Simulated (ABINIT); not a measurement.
# GaAs (F-43m) in ABINIT: further runs

Aim: see how the results for GaAs move with the level of theory and the settings. Levels: PBEsol, RPBE. Tasks: band structure.

All numbers are computed with ABINIT 10.8.3 (patched build); they aren't measurements. Logs are shortened: lines on timing, memory, paths and dates and some standing lists are left out, and cuts for length are marked. The log counts tension as positive stress, the text compression.

**The experiment to reproduce.**

“Evidence of valence band perturbations in GaAsN/GaAs(001): A combined variable-angle spectroscopic ellipsometry and modulated photoreflectance investigation”, 2008, arxiv:0805.2212 reports, for a bulk crystal of GaAs at 300 K: band gap 1.412 ± 0.01 eV (direct).

The results are compared with them further down.

### 1 Starting point

Symmetry: F-43m, No. 216, cubic system. The conventional cell has a = 5.654 Å, b = 5.654 Å, c = 5.654 Å, α = 90.00°, β = 90.00°, γ = 90.00°. Around As (site symmetry -43m) lie 4 Ga at 2.45 Å. Ga (site symmetry -43m) has 4 As at 2.45 Å as nearest neighbours.

### 2 Band structure, PBEsol

File run.abi:

```
# Datasets: ground state, then fixed potential
ndtset 2

# Pseudopotentials
pp_dirpath "./"
pseudos "As.GGA_PBE-JTH.xml, Ga.GGA_PBE-JTH.xml"

# Structure
acell 3.9977696088 3.9977696088 3.9977696088 Angstrom
rprim
     0.0000000000     0.7071067812     0.7071067812
     0.7071067812     0.0000000000     0.7071067812
     0.7071067812     0.7071067812     0.0000000000
ntypat 2
znucl 33 31
natom 2
typat 1 2
xcart
     8.0129584431     8.0129584431     8.0129584431
     0.0000000000     0.0000000000     0.0000000000

# Plane-wave basis
ecut 544.227725 eV
pawecutdg 40.0
pawxcdev 0

# Exchange and correlation
ixc -116133

# Bands and occupations
occopt 3
tsmear 0.05 eV

# SCF cycle
nstep 100

# Output
iomode 3
prtwf 0
prteig 0
prtebands 0
enunit 1
prtden1 1
prtvha1 1
prtvclmb1 1
prtpot1 1

# Dataset 1
kptopt1 1
ngkpt1 8 8 8
nshiftk1 1
shiftk1 0.0 0.0 0.0
nband1 18
tolvrs1 1.0e-9

# Dataset 2: bands along G-X-W-K-G-L-U-W-L-K
iscf2 -2
getden2 1
nband2 24
nbdbuf2 4
tolwfr2 1.0e-11
kptopt2 -9
ndivsm2 8
prteig2 1
prtvol2 -3
kptbounds2
     0.0000000000     0.0000000000     0.0000000000
     0.5000000000     0.0000000000     0.5000000000
     0.5000000000     0.2500000000     0.7500000000
     0.3750000000     0.3750000000     0.7500000000
     0.0000000000     0.0000000000     0.0000000000
     0.5000000000     0.5000000000     0.5000000000
     0.6250000000     0.2500000000     0.6250000000
     0.5000000000     0.2500000000     0.7500000000
     0.5000000000     0.5000000000     0.5000000000
     0.3750000000     0.3750000000     0.7500000000
```

Potentials or basis: JTH PAW PBE v2.0.

The run is started by

```bash
abinit run.abi > log 2>&1
```

run.abo:

```text
.Version 10.8.3 of ABINIT
 DATASET    1 : space group F-4 3 m (#216); Bravais cF (face-center cubic)
================================================================================
 Values of the parameters that define the memory need for DATASET  1.
     intxc =       0    ionmov =       0      iscf =      17    lmnmax =      18
     lnmax =       6     mgfft =      32  mpssoang =       3    mqgrid =    3001
     natom =       2  nloc_mem =       2    nspden =       1   nspinor =       1
    nsppol =       1      nsym =      24    n1xccc =       1    ntypat =       2
    occopt =       3   xclevel =       2
       mpw =        1316          nfft =       32768          nkpt =          29
 PAW method is used; the additional fine FFT grid is defined by:
   mgfftf=        45    nfftf =     91125
================================================================================
================================================================================

 DATASET    2 : space group F-4 3 m (#216); Bravais cF (face-center cubic)
================================================================================
 Values of the parameters that define the memory need for DATASET  2.
     intxc =       0    ionmov =       0      iscf =      -2    lmnmax =      18
     lnmax =       6     mgfft =      32  mpssoang =       3    mqgrid =    3001
     natom =       2  nloc_mem =       2    nspden =       1   nspinor =       1
    nsppol =       1      nsym =      24    n1xccc =       1    ntypat =       2
    occopt =       3   xclevel =       2
       mpw =        1324          nfft =       32768          nkpt =         139
 PAW method is used; the additional fine FFT grid is defined by:
   mgfftf=        45    nfftf =     91125
================================================================================
================================================================================

--------------------------------------------------------------------------------
------------- Echo of variables that govern the present computation ------------
--------------------------------------------------------------------------------
 -outvars: echo values of preprocessed input variables --------
            acell      7.5546896751E+00  7.5546896751E+00  7.5546896751E+00 Bohr
              amu      7.49215900E+01  6.97230000E+01
             ecut      2.00000000E+01 Hartree
           enunit           1
           getden1          0
           getden2          1
[... 1428 lines left out ...]

 Integrated electronic density in atomic spheres:
 ------------------------------------------------
 Atom  Sphere_radius  Integrated_density
    1        2.10392         12.69942665
    2        2.10359         11.08992333

================================================================================

 ----iterations are completed or convergence reached----

 Mean square residual over all n,k,spin=   54.333E-13; max=  99.983E-13
 reduced coordinates (array xred) for    2 atoms
       0.749999999476      0.749999999476      0.749999999476
      -0.000000000524     -0.000000000524     -0.000000000524

 cartesian coordinates (angstrom) at end:
    1      4.24027499712465     4.24027499712465     4.24027499712465
    2     -0.00000000296197    -0.00000000296197    -0.00000000296197
 length scales=  7.554689675109  7.554689675109  7.554689675109 bohr
              =  3.997769608800  3.997769608800  3.997769608800 angstroms
 Eigenvalues (   eV  ) for nkpt= 139  k points:
 kpt#   1, nband= 24, wtk=  1.00000, kpt=  0.0000  0.0000  0.0000 (reduced coord)
 -30.83227  -30.83227  -30.83227  -30.82405  -30.82405  -10.48340  -10.48340  -10.48340
 -10.40531  -10.40531   -8.47870    4.27557    4.27557    4.27557    4.71418    7.97330
   7.97330    7.97330   11.67436   14.42827   14.42827   15.70816   15.70816   15.70816
 kpt#   2, nband= 24, wtk=  1.00000, kpt=  0.0217  0.0000  0.0217 (reduced coord)
 -30.83228  -30.83227  -30.83227  -30.82405  -30.82405  -10.48415  -10.48318  -10.48318
 -10.40539  -10.40525   -8.47117    4.04566    4.24968    4.24968    4.94312    7.94332
   8.00837    8.00837   11.72157   14.25606   14.43602   15.72444   15.72444   15.84574
 kpt#   3, nband= 24, wtk=  1.00000, kpt=  0.0435  0.0000  0.0435 (reduced coord)
 -30.83229  -30.83224  -30.83224  -30.82406  -30.82403  -10.48637  -10.48252  -10.48252
 -10.40565  -10.40509   -8.44864    3.68148    4.17509    4.17509    5.30355    7.85824
   8.11048    8.11048   11.85806   13.87828   14.45926   15.77329   15.77329   16.12138
 kpt#   4, nband= 24, wtk=  1.00000, kpt=  0.0652  0.0000  0.0652 (reduced coord)
 -30.83231  -30.83220  -30.83220  -30.82407  -30.82401  -10.48995  -10.48142  -10.48142
 -10.40609  -10.40481   -8.41125    3.30197    4.05969    4.05969    5.67372    7.73051
   8.27163    8.27163   12.07000   13.44106   14.49799   15.85478   15.85478   16.40050
 kpt#   5, nband= 24, wtk=  1.00000, kpt=  0.0870  0.0000  0.0870 (reduced coord)
[... 525 lines left out ...]
 -10.41510  -10.40095   -6.14575   -2.26145    0.42492    2.22933    6.36917    9.68167
  11.14445   11.45089   12.98648   14.58160   17.68263   18.84014   20.44759   21.39900
 kpt# 137, nband= 24, wtk=  1.00000, kpt=  0.3929  0.3929  0.7143 (reduced coord)
 -30.83238  -30.83105  -30.83079  -30.82419  -30.82347  -10.58332  -10.45055  -10.44295
 -10.41664  -10.40047   -6.08166   -2.29731    0.35573    2.14341    6.28551    9.46223
  11.47722   11.78081   12.85144   14.57768   18.18650   19.05315   20.66944   21.10047
 kpt# 138, nband= 24, wtk=  1.00000, kpt=  0.3839  0.3839  0.7321 (reduced coord)
 -30.83246  -30.83098  -30.83074  -30.82424  -30.82343  -10.58515  -10.44907  -10.44142
 -10.41807  -10.39988   -6.03112   -2.33852    0.34176    2.06782    6.21063    9.16447
  11.87399   12.07211   12.76661   14.64455   18.44824   19.40636   20.77953   20.84031
 kpt# 139, nband= 24, wtk=  1.00000, kpt=  0.3750  0.3750  0.7500 (reduced coord)
 -30.83254  -30.83091  -30.83070  -30.82427  -30.82339  -10.58666  -10.44776  -10.44025
 -10.41936  -10.39920   -5.99998   -2.37351    0.37709    2.00379    6.14792    8.84678
  12.15671   12.30351   12.84902   14.80061   18.45108   19.74240   20.67863   20.77014

== END DATASET(S) ==============================================================
================================================================================

 -outvars: echo values of variables after computation  --------
            acell      7.5546896751E+00  7.5546896751E+00  7.5546896751E+00 Bohr
           etotal1    -1.9292712106E+02
            fcart1     3.1503406799E-30  3.1503406799E-30 -9.4510220396E-30
                      -3.1503406799E-30 -3.1503406799E-30  9.4510220396E-30
            rprim      0.0000000000E+00  7.0710678120E-01  7.0710678120E-01
                       7.0710678120E-01  0.0000000000E+00  7.0710678120E-01
                       7.0710678120E-01  7.0710678120E-01  0.0000000000E+00
           strten1    -9.6022532463E-06 -9.6022532463E-06 -9.6022532463E-06
                       0.0000000000E+00  0.0000000000E+00  0.0000000000E+00
           xangst      4.2402749971E+00  4.2402749971E+00  4.2402749971E+00
                      -2.9619748803E-09 -2.9619748803E-09 -2.9619748803E-09
             xred      7.4999999948E-01  7.4999999948E-01  7.4999999948E-01
                      -5.2390025651E-10 -5.2390025651E-10 -5.2390025651E-10
 Calculation completed.
```

It took 87 s on 1 thread of Arm Neoverse V2, shared host; peak memory 0.16 GiB.

What came out:

- Free energy: -5249.8144 eV
- Pressure: 0.3 GPa
- Band gap on the k mesh: 0.44 eV, direct
- Band gap along the path: 0.44 eV, direct
- Valence electrons inside the program's atomic spheres: As 12.70; Ga 11.09

Levels at the corners of the path, in eV from the valence-band top:
| point | band 12 | band 13 | band 14 | band 15 | band 16 | band 17 |
| --- | --- | --- | --- | --- | --- | --- |
| Γ | 0.00 | 0.00 | 0.00 | 0.44 | 3.70 | 3.70 |
| X | -6.84 | -2.69 | -2.69 | 1.35 | 1.58 | 10.13 |
| W | -6.65 | -3.57 | -3.38 | 4.59 | 4.63 | 5.34 |
| K | -6.65 | -3.90 | -2.27 | 1.87 | 4.57 | 7.88 |
| Γ | 0.00 | 0.00 | 0.00 | 0.44 | 3.70 | 3.70 |
| L | -6.67 | -1.15 | -1.15 | 0.93 | 4.59 | 4.59 |
| U | -6.65 | -3.90 | -2.27 | 1.87 | 4.57 | 7.88 |
| W | -6.65 | -3.57 | -3.38 | 4.59 | 4.63 | 5.34 |
| L | -6.67 | -1.15 | -1.15 | 0.93 | 4.59 | 4.59 |
| K | -6.65 | -3.90 | -2.27 | 1.87 | 4.57 | 7.88 |

Caveat: the PAW data sets were made with another functional, which shifts forces and pressure a little.

### 3 Band structure, RPBE

Changes to run.abi since step 2:

```diff
@@ -27,3 +27,3 @@
 # Exchange and correlation
-ixc -116133
+ixc 15
```

Potentials or basis: JTH PAW PBE v2.0.

The run is started by

```bash
abinit run.abi > log 2>&1
```

Run time: 83 s. Hardware: 1 thread of Arm Neoverse V2, shared host; peak memory 0.16 GiB.

It converged, with:

```yaml
Free_energy: -5247.5804 eV
Pressure: 5.3 GPa
Band_gap_on_the_k_mesh: 0.63 eV, direct
Band_gap_along_the_path: 0.63 eV, direct
Valence_electrons_inside_the_program's_atomic_spheres: As 12.71; Ga 11.08
```

Levels at the corners of the path, in eV from the valence-band top:
| point | band 11 | band 12 | band 13 | band 14 | band 15 | band 16 | band 17 | band 18 |
| --- | --- | --- | --- | --- | --- | --- | --- | --- |
| Γ | -12.69 | 0.00 | 0.00 | 0.00 | 0.63 | 3.76 | 3.76 | 3.76 |
| X | -10.19 | -6.77 | -2.67 | -2.67 | 1.57 | 1.74 | 10.23 | 10.23 |
| W | -10.14 | -6.58 | -3.51 | -3.31 | 4.66 | 4.80 | 5.47 | 6.13 |
| K | -10.23 | -6.58 | -3.82 | -2.25 | 2.05 | 4.70 | 8.03 | 8.10 |
| Γ | -12.69 | 0.00 | 0.00 | 0.00 | 0.63 | 3.76 | 3.76 | 3.76 |
| L | -10.93 | -6.59 | -1.14 | -1.14 | 1.09 | 4.67 | 4.67 | 7.92 |
| U | -10.23 | -6.58 | -3.82 | -2.25 | 2.05 | 4.70 | 8.03 | 8.10 |
| W | -10.14 | -6.58 | -3.51 | -3.31 | 4.66 | 4.80 | 5.47 | 6.13 |
| L | -10.93 | -6.59 | -1.14 | -1.14 | 1.09 | 4.67 | 4.67 | 7.92 |
| K | -10.23 | -6.58 | -3.82 | -2.25 | 2.05 | 4.70 | 8.03 | 8.10 |

Caveat: the PAW data sets were made with another functional, which shifts forces and pressure a little.

### 4 Comparison with measurements

Step 2. Against the measured gap of GaAs, 1.412 eV (direct; 300 K; “Evidence of valence band perturbations in GaAsN/GaAs(001): A combined variable-angle spectroscopic ellipsometry and modulated photoreflectance investigation”, 2008, arxiv:0805.2212), the calculated 0.44 eV is off by -0.97 eV. 3 values of this kind are on record (1.412 to 1.51 eV); this one was drawn at random among those near their median, those with a stated uncertainty first. Spin-orbit coupling on As, Ga is left out. The value is that of PBEsol, without temperature or zero-point motion. Semilocal functionals fall short of measured gaps as a rule.

Step 3. A measured gap of GaAs is 1.412 eV (direct; 300 K; “Evidence of valence band perturbations in GaAsN/GaAs(001): A combined variable-angle spectroscopic ellipsometry and modulated photoreflectance investigation”, 2008, arxiv:0805.2212); the calculated 0.63 eV misses it by -0.78 eV. 3 values of this kind are on record (1.412 to 1.51 eV); this one was drawn at random among those near their median, those with a stated uncertainty first. Spin-orbit coupling on As, Ga is left out. The value is that of RPBE, without temperature or zero-point motion. Semilocal functionals fall short of measured gaps as a rule.
